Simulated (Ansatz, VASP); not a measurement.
**HfO2: VASP beside Ansatz**

```xyz
3
Lattice="0.0000 2.4978 2.4978 2.5488 -0.0510 2.5488 2.5488 2.5488 -0.0510" Properties=species:S:1:pos:R:3 pbc="T T T"
Hf    0.0000    0.0000    0.0000
O     1.2744    1.2489    1.2489
O     3.8232    3.7467    3.7467
```

Alike in both runs: task single point; functional RPBE; k mesh 8 × 8 × 8; occupations gaussian, width 0.05 eV; no spin polarisation.

|  | VASP | Ansatz |
| --- | --- | --- |
| version | VASP 6.6.1 | Ansatz 0.2.0 |
| potentials or method | VASP PAW PBE potentials, release 64 (Hf_pv, O) | scalar-relativistic, plane waves, PAW |
| plane-wave cutoff (eV) | 520 | 420 |
| valence electrons in the cell | 22 | 38 |

VASP gave:

```
gap on the k mesh at the Fermi level (eV)       : 3.88
pressure (GPa)                                  : 1.8
largest component of the traceless stress (GPa) : 3.44
rms of the force components (eV/Å)              : 0.120
```

Task: Estimate Ansatz's values.

Result: gap on the k mesh at the Fermi level (eV): 3.87; pressure (GPa): 5.5; largest component of the traceless stress (GPa): 3.63; rms of the force components (eV/Å): 0.132.

Atom by atom the forces differ by 0.012 eV/Å (rms over components). The functional is the same, so the differences come from potentials, cutoffs and numerics. The two sets of potentials don't hold the same shells in valence.

Caveats: the PAW data sets were made with another functional, which shifts forces and pressure a little (VASP); spin-orbit coupling is left out, which moves the levels of the heavy elements. A k mesh can miss the band edges.
